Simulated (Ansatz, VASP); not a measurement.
**CaO in VASP and in Ansatz**

```
CELL_PARAMETERS angstrom
0.00000 2.44900 2.44900
2.44900 0.00000 2.44900
2.44900 2.44900 0.00000
ATOMIC_POSITIONS crystal
Ca 0.02552 0.02552 0.97448
O 0.50000 0.50000 0.50000
```

Change from the starting cell: all Ca atoms moved +0.125 Å, as atom 1 along Cartesian [0 0 1].

Alike in both runs: task single point; functional PBE; k mesh 8 × 8 × 8; occupations gaussian, width 0.05 eV; no spin polarisation.

|  | VASP | Ansatz |
| --- | --- | --- |
| version | VASP 6.6.1 | Ansatz 0.2.0 |
| potentials or method | VASP PAW PBE potentials, release 64 (Ca_sv, O) | scalar-relativistic, plane waves, PAW |
| plane-wave cutoff (eV) | 520 | 420 |
| valence electrons in the cell | 16 | 16 |

```csv
,VASP,Ansatz,Ansatz less VASP
gap on the k mesh at the Fermi level (eV),3.69,3.71,+0.016
least direct gap on the mesh (eV),4.04,4.06,+0.016
pressure (GPa),-3.0,-3.5,-0.46
largest component of the traceless stress (GPa),1.26,1.20,-0.059
rms of the force components (eV/Å),0.183,0.173,-0.0098
```

Atom by atom the forces differ by 0.010 eV/Å (rms over components).

A k mesh can miss the band edges.
